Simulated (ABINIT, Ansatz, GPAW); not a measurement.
Cost and result for the band gap of In2O3

```
In O
1.0
     2.74350    1.58396    4.83667
    -2.74350    1.58396    4.83667
     0.00000   -3.16792    4.83667
In O
4 6
Direct
  0.85731 0.85731 0.85731
  0.64269 0.64269 0.64269
  0.14269 0.14269 0.14269
  0.35731 0.35731 0.35731
  0.04800 0.75000 0.45200
  0.75000 0.45200 0.04800
  0.45200 0.04800 0.75000
  0.95200 0.25000 0.54800
  0.25000 0.54800 0.95200
  0.54800 0.95200 0.25000
```

| rung | level | program and potentials | cutoff (eV) | k mesh | task | core time | chip | band gap (eV) | notes |
| --- | --- | --- | --- | --- | --- | --- | --- | --- | --- |
| LDA | LDA | Ansatz, Ansatz PAW | 420 | 6 × 6 × 6 | band structure | 13 s | AMD EPYC 7R13 Zen 3 | 1.17 | potentials made for PBE, which Ansatz adapts in part |
| meta-GGA | r2SCAN | Ansatz, Ansatz PAW | 500 | 6 × 6 × 6 | band structure | 22 s | AMD EPYC 7R13 Zen 3 | 1.88 | potentials made for PBE, which Ansatz adapts in part |
| GGA | PBEsol | Ansatz, Ansatz PAW | 420 | 6 × 6 × 6 | band structure | 30 s | Intel Xeon Platinum 8375C Ice Lake | 1.20 | potentials made for PBE, which Ansatz adapts in part |
| LDA | LDA | ABINIT, JTH PAW LDA v2.0 | 626 | 2 × 2 × 2 | single point | 35 s | Arm Neoverse V1 | 1.18 | coarse mesh |
| hybrid | PBE0 | Ansatz, Ansatz PAW | 420 | 4 × 4 × 4 | band structure | 94 s | AMD EPYC 7R13 Zen 3 | 3.52 | potentials made for PBE, which Ansatz adapts in part |
| hybrid | HSE06 | Ansatz, Ansatz PAW | 420 | 4 × 4 × 4 | band structure | 95 s | AMD EPYC 7R13 Zen 3 | 2.82 | potentials made for PBE, which Ansatz adapts in part |
| LDA | LDA | GPAW, the program's PAW data sets (release 1.2.1) made for this functional | 800 | 4 × 4 × 4 | band structure | 9.5 min | AMD EPYC 7R43 Zen 3 | 1.18 | from the band path |

Times are single runs on shared hosts and different chips, so they are rough; meshes, cutoffs and the tasks' sizes weigh on the time. All rows: no spin polarisation. Gaps are the least found on the k mesh or the band path, and a mesh can miss the band edges. The cell comes from a database and isn't always the measured one. Meshes differ between rows, which moves values too. All levels ran on this one cell, unrelaxed unless noted. Meshes are those of the run's cell of 10 atoms unless a note names another. Runs on faulty files, with rough fits or with known faults for this quantity aren't shown. PBE isn't shown for this crystal. No row holds spin-orbit coupling.

By rung: LDA 1.17 to 1.18; GGA 1.20; meta-GGA 1.88; hybrid 2.82 to 3.52; LDA on coarse meshes 1.18 (eV).
